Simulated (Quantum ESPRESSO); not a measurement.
The system is HgTe (Coloradoite).

```
Hg Te
1.0
     0.00000    3.21450    3.21450
     3.21450    0.00000    3.21450
     3.21450    3.21450    0.00000
Hg Te
1 1
Direct
  0.00000 0.00000 0.00000
  0.75000 0.75000 0.75000
```

Base run:

| Item | Value |
| --- | --- |
| Program | Quantum ESPRESSO 7.5 |
| Functional | RPBE |
| Potentials or basis | PseudoDojo 0.4.1 SR PBE standard |
| Cutoff | 1088 eV |
| Density cutoff | 4354 eV |
| k mesh | 7 × 7 × 7 |
| Occupations | fermi-dirac, width 0.05 eV |
| Spin | no spin polarisation |

Its results: band gap on the k mesh none (metal or under the smearing width); pressure 6.3 GPa.

Q: The run is repeated on the same cell with these changes: functional from RPBE to LDA; potentials or basis from PseudoDojo 0.4.1 SR PBE standard to JTH 2.0 LDA; cutoff from 1088 eV to 490 eV; density cutoff from 4354 eV to 2939 eV; valence electrons from 36 to 18. What comes out?

A: Band gap on the k mesh none (metal or under the smearing width); pressure 0.4 GPa.

Caveats: spin-orbit coupling is left out, which moves the levels of the heavy elements; the potentials were made for another functional, which shifts forces and pressure (some runs); the cutoff is low for these files, which shifts pressure and relaxed volume (some runs); some levels on the path didn't converge (some runs).
